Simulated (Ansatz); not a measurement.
# Ti in Ansatz: the effect of strain

Crystal: Ti.

```xyz
3
Lattice="4.3847 0.0000 0.0000 -2.1923 3.7972 0.0000 0.0000 0.0000 2.8262" Properties=species:S:1:pos:R:3 pbc="T T T"
Ti    2.1923    1.2657    1.4131
Ti    0.0000    2.5315    1.4131
Ti    0.0000    0.0000    0.0000
```

The cell isn't the ideal one: strained by -4 %.

Alike in all runs:

```yaml
Program: Ansatz 0.2.0
Task: relaxation of the atoms
Functional: PBE
Potentials_or_basis: Ansatz PAW
Cutoff: "420 eV (not typed: the program's choice for these potentials)"
k_mesh: 7 × 7 × 9
Occupations: fermi-dirac, width 0.05 eV
Spin: no spin polarisation
```

Each run relaxes the cell or the atoms first.

```csv
strain,pressure (GPa)
-0.04,11.5
-0.02,?
-0.01,3.2
```

Question: What does the run with strain -0.02 give?

Answer: Pressure 5.7 GPa.

Caveats: the relaxation stopped at its first step, so nothing moved; the thresholds are loose for stress.
